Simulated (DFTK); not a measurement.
A run of DFTK 0.8.2 is set up as follows.

File run.jl:

```julia
using DFTK
using PseudoPotentialData
using Unitful, UnitfulAtomic
using LinearAlgebra, Printf
include("save.jl")
disable_threading()

# lattice vectors are the columns
lattice = austrip(1u"Å") * [       -1.6069         1.6069         1.6069;
                   1.6069        -1.6069         1.6069;
                  3.91495        3.91495       -3.91495]
symbols   = [:W, :Si, :Si]
positions = [[0.0, 0.0, 0.0],
             [0.6653, 0.6653, 0.0],
             [0.3347, 0.3347, 0.0]]
pseudopotentials = PseudoFamily("dojo.nc.sr.pbe.v0_4_1.standard.upf")
elements = Dict(s => ElementPsp(s, pseudopotentials) for s in unique(symbols))
atoms    = [elements[s] for s in symbols]

build_model(lattice, positions; symmetries=true) =
    model_DFT(lattice, atoms, positions;
              functionals=PBE(),
              temperature=austrip(0.05u"eV"),
              smearing=Smearing.FermiDirac(),
              kinetic_blowup=BlowupCHV(),
              symmetries)
Ecut  = 43.0  # hartree
kgrid = [5, 5, 5]
tol   = 1e-6
to_GPa = ustrip(uconvert(u"GPa", 1u"hartree/bohr^3"))

model0 = build_model(lattice, positions)
model  = model0
basis0 = PlaneWaveBasis(model; Ecut, kgrid)
display(basis0)
results["steps"] = []
previous = Ref{Any}(nothing)
n = 3
w = 3sqrt(n)  # weight of the strain variables
unpack(x) = (DFTK.voigt_strain_to_full(x[3n+1:end] / w) * lattice, [lattice \ x[3i-2:3i] for i in 1:n])

function energy_gradient(x)
    cell, pos = unpack(x)
    model = build_model(cell, pos; symmetries=model0.symmetries)
    basis = PlaneWaveBasis(model; Ecut, kgrid, basis0.fft_size)
    ρ0 = isnothing(previous[]) ? guess_density(basis) : previous[].ρ * previous[].basis.dvol / basis.dvol
    scfres = self_consistent_field(basis;
                                   tol,
                                   ρ=ρ0,
                                   nbandsalg=AdaptiveBands(model; n_bands_converge=16),
                                   callback=identity)
    previous[] = scfres
    forces = compute_forces_cart(scfres)
    G = -vcat([lattice' \ (cell' * f) for f in forces]...)
    stress = compute_stresses_cart(scfres)
    σ = stress / DFTK.voigt_strain_to_full(x[3n+1:end] / w)'
    G = vcat(G, model.unit_cell_volume * DFTK.full_stress_to_voigt((σ + σ') / 2) / w)
    @printf "step %3d  F = %.8f Ha  max force = %.5f eV/Å  p = %8.4f GPa  V = %.4f Å^3  SCF %d\n" length(results["steps"]) scfres.energies.total ustrip(auconvert(u"eV/Å", maximum(norm, forces))) (-tr(stress) / 3 * to_GPa) ustrip(auconvert(u"Å^3", model.unit_cell_volume)) scfres.n_iter
    push!(results["steps"], Dict("total" => scfres.energies.total, "cell" => rows(eachcol(cell)), "frac" => rows(pos), "forces" => rows(forces), "n_iter" => scfres.n_iter, "stress" => rows(eachrow(stress))))
    scfres.energies.total, G
end

x0 = vcat([lattice * p for p in positions]..., zeros(6))
gtol = 2e-4
function bfgs(x; maxsteps, maxmove=0.3)
    H = Matrix(0.3I, length(x), length(x))  # start Hessian, hartree/bohr^2
    _, g = energy_gradient(x)
    for step in 1:maxsteps
        maximum(abs, g) < gtol && return x, true
        λ, V = eigen(Symmetric(H))
        dx = -V * ((V' * g) ./ abs.(λ))
        dx *= min(1, maxmove / maximum(abs, dx))
        x += dx
        _, gnew = energy_gradient(x)
        dg, Hdx = gnew - g, H * dx
        H += dg * dg' / dot(dg, dx) - Hdx * Hdx' / dot(dx, Hdx)
        g = gnew
    end
    x, maximum(abs, g) < gtol
end
x, relaxed = bfgs(x0; maxsteps=30)
println(relaxed ? "Gradient converged" : "Stopped without reaching the gradient tolerance")
scfres = previous[]
cell, pos = unpack(x)
println("Final lattice vectors (Å)")
display(round.(ustrip.(auconvert.(u"Å", cell')); digits=6))
println("Final reduced positions")
foreach((s, p) -> println(s, "  ", round.(p; digits=6)), symbols, pos)
results["relaxed"] = relaxed
display(scfres.energies)
@printf "Fermi level: %.6f eV\n" ustrip(auconvert(u"eV", something(scfres.εF, NaN)))
forces = compute_forces_cart(scfres)
println("Forces (eV/Å)")
for (s, f) in zip(symbols, forces)
    @printf "%-3s %12.6f %12.6f %12.6f\n" s ustrip.(auconvert.(u"eV/Å", f))...
end
stress = compute_stresses_cart(scfres)
println("Stress (GPa)")
display(round.(stress * to_GPa; digits=4))
println("Levels at the first k-point (eV): ", round.(ustrip.(auconvert.(u"eV", scfres.eigenvalues[1][1:scfres.n_bands_converge])); digits=4))
save_scf!(scfres; forces, stress)
```

Potentials or basis: dojo.nc.sr.pbe.v0_4_1.standard.upf (PBE).

Command:

```sh
$ julia --threads=1 run.jl  # save.jl only writes the numbers to a file and isn't shown; printed stress counts tension as positive; times include loading and compiling
```

(1) What does it give for the band gap on the k mesh?

(2) Predict the space group after relaxing (to 0.05 Å).

(3) Estimate the relaxed volume.

Results:

(1) none (metal or under the smearing width).

(2) I4/mmm (No. 139).

(3) 13.67 Å³/atom.

Caveat: the k mesh is coarse (spacing up to 0.55 Å⁻¹), so the values aren't converged.
